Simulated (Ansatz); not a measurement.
A run of Ansatz 0.2.0:

The input input.yaml:

```yaml
crystal:
  lattice:
    - [-1.37771515, 1.64119061, 1.64793453]
    - [1.50497572, -1.49125904, 1.62526353]
    - [1.27254586, 1.38608975, -1.49800296]
  atoms:
    - { symbol: V, position_ang: [0.0, 0.0, 0.0], spin: 2.0 }
kpoints:
  mp_grid: { grid: [11, 12, 13] }
scf:
  occupations: { method: gaussian, width: 0.05 }
hamiltonian:
  xc: r2scan
  pseudopotentials: { kind: all_electron, datasets: crystal }
magnetization:
  spin_polarized: true
output:
  forces: true
  stress: true
  eigenvalues: true
  write_potential: true
  volumetric_format: npy
```

Potentials or basis: all-electron PAW datasets made for the crystal.

The run is started by

```console
$ ansatz run input.yaml --threads 2 --pin off --max-ram 6144MiB --backend cpu --events-out ev --progress --plain --runs-dir out
```

Hardware: 2 threads of Arm Neoverse V1, on a shared host.

Question: Estimate the wall time of this run.

Answer: It took 94 s on 2 threads of Arm Neoverse V1 (shared host), peak memory 1.4 GiB. Counts: scf iterations 8, plane waves 187, k points 859, bands 12.
